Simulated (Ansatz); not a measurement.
Equation of state of Ca

```yaml
crystal:
  lattice:
    - [0.00000, 2.79420, 2.79420]
    - [2.79420, 0.00000, 2.79420]
    - [2.79420, 2.79420, 0.00000]
  atoms:
    - { symbol: Ca, position: [0.00000, 0.00000, 0.00000] }
```

The structure is an experimental refinement, used without relaxation.

Methods: DFT, PBE, all-electron LAPW, scalar-relativistic (Ansatz 0.2.0); DFT, PBE, PAW with Ansatz's default frozen-core files, scalar-relativistic (Ansatz 0.2.0).

For LAPW: a Γ-centred 11×11×11 k mesh, Fermi–Dirac smearing of 0.05 eV, basis error target 1 meV/atom, no spin polarisation. PAW takes a cutoff of 420 eV at this cell. The Ansatz runs share mesh, smearing and spin set-up. Plane-wave (PAW) pressures include the program's estimate of the Pulay term.

The cell above is scaled evenly, with fractional coordinates and shape held.

```csv
V/V(cell),V (Å³/atom),"P, LAPW (GPa)","P, PAW (GPa)"
0.9405,41.036,0.50,0.50
0.9700,42.323,-0.06,-0.06
1.0000,43.632,-0.56,-0.56
1.0300,44.941,?,?
1.0600,46.250,-1.37,-1.37
```

Q: Fill in the row V/V(cell) = 1.0300.

A: P, LAPW (GPa) = -0.99, P, PAW (GPa) = -0.99.

Q: What do Birch–Murnaghan fits to the pressures give?

A: LAPW: V0 = 42.18 Å³/atom, B0 = 17 GPa, B0′ = 3.4; PAW: V0 = 42.18 Å³/atom, B0 = 17 GPa, B0′ = 3.4.

PAW's V0 lies -0.01 % from the all-electron value and its B0 0.0 %. Symmetry fixes shape and coordinates here, so this is the relaxed modulus.
